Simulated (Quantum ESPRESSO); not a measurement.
BN:

```
N B
1.0
     2.50804    0.00000    0.00000
    -1.24671    2.17623    0.00000
    -0.63067   -1.08812    3.02254
N B
1 1
Direct
  0.66851 0.33238 0.98500
  0.97964 0.98350 0.00181
```

The cell comes from a database or a generator and needn't be the stable form of this composition.

Program: Quantum ESPRESSO 7.5. Alike in all runs: task band structure; no spin polarisation; cell as given; k mesh 13 × 13 × 9; smearing fermi-dirac 0.05 eV.

**Question.** Order these runs on this cell by their pressure, lowest first.
A. level PBEsol; potentials or basis GBRV 1.5 PBEsol; cutoff (eV) 612; SCF threshold 4e-10 Ry
B. level r2SCAN; potentials or basis SG15 PBE 1.2; cutoff (eV) 1197; SCF threshold 1e-08 Ry; symmetry off
C. level LDA; potentials or basis GBRV 1.5 LDA; cutoff (eV) 612; SCF threshold 4e-10 Ry; form of the LDA correlation PZ81

**Answer.** C (-3.0 GPa), B (-0.8 GPa), A (2.0 GPa).

Caveats: the potentials were made for another functional, which shifts forces and pressure (some runs).
